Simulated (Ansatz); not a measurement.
# Na: the order of phases at one pressure

Aim: bring Na in several structures (fcc, bcc, hcp, sc, beta tin, hP4) to one pressure and rank them by enthalpy. The pressure is set by scaling the first phase. The runs shown use LAPW. Companion runs by PAW are cited.

Computed with Ansatz 0.2.0 (DFT, PBE, all-electron LAPW, scalar-relativistic, unless a step's input says otherwise).

## Step 1: The system as given

It takes space group Fm-3m (No. 225, cubic). Conventional cell: a = 5.320 Å, b = 5.320 Å, c = 5.320 Å, α = 90.00°, β = 90.00°, γ = 90.00°. Around Na (site symmetry m-3m) lie 12 Na at 3.76 Å.

Coordinates:

```cif
data_structure
_symmetry_space_group_name_H-M 'P 1'
_symmetry_Int_Tables_number 1
_cell_length_a 3.7615
_cell_length_b 3.7615
_cell_length_c 3.7615
_cell_angle_alpha 60.000
_cell_angle_beta 60.000
_cell_angle_gamma 60.000
_cell_volume 37.63
loop_
_atom_site_label
_atom_site_type_symbol
_atom_site_fract_x
_atom_site_fract_y
_atom_site_fract_z
_atom_site_occupancy
Na1 Na 0.00000 0.00000 0.00000 1
```

## Step 2: Fcc relaxed under pressure, LAPW

Input file input.yaml:

```yaml
crystal:
  lattice:
    - [0.0, 2.6597934526, 2.6597934526]
    - [2.6597934526, 0.0, 2.6597934526]
    - [2.6597934526, 2.6597934526, 0.0]
  atoms:
    - { symbol: Na, position: [0.0, 0.0, 0.0] }
kpoints:
  mp_grid: { grid: [13, 13, 13] }
scf:
  occupations: { method: fermi_dirac, width: 0.1 }
hamiltonian:
  xc: pbe
  pseudopotentials: { kind: all_electron, lapw: { basis_error: 0.0005 } }
output:
  forces: true
  stress: true
  eigenvalues: true
relax:
  f_tol: 0.005
  max_steps: 12
  cell: { p_target: -0.097, stress_tol: 0.03 }
```

Launch:

```
$ ansatz run input.yaml --threads 1 --pin off --max-ram 3584MiB --backend cpu --events-out ev --progress --plain --runs-dir out
```

After this run come: Bcc relaxed under pressure, LAPW; Hcp relaxed under pressure, LAPW; Sc relaxed under pressure, LAPW; Beta tin relaxed under pressure, LAPW; HP4 at the cell that PAW relaxed, LAPW.

Before running it: what results should come out? Wanted: pressure; lowest (for each run or level that gives them).

As calculated:

| quantity | value |
| --- | --- |
| pressure | -0.097 GPa |
| lowest (LAPW) | hP4, 5.2 meV/atom under hcp |
| lowest (PAW) | hP4, 5.2 meV/atom under hcp |

By LAPW the order is hP4 < hcp < bcc ≈ fcc < beta tin < sc. By PAW the order is hP4 < hcp < bcc ≈ fcc < beta tin < sc. The methods agree on the lowest phase. Only these structures were tried, with electrons smeared by 0.1 eV and without vibrations, so the true ground state may be another. The k meshes differ between phases and weren't tested, which can move differences by some meV.
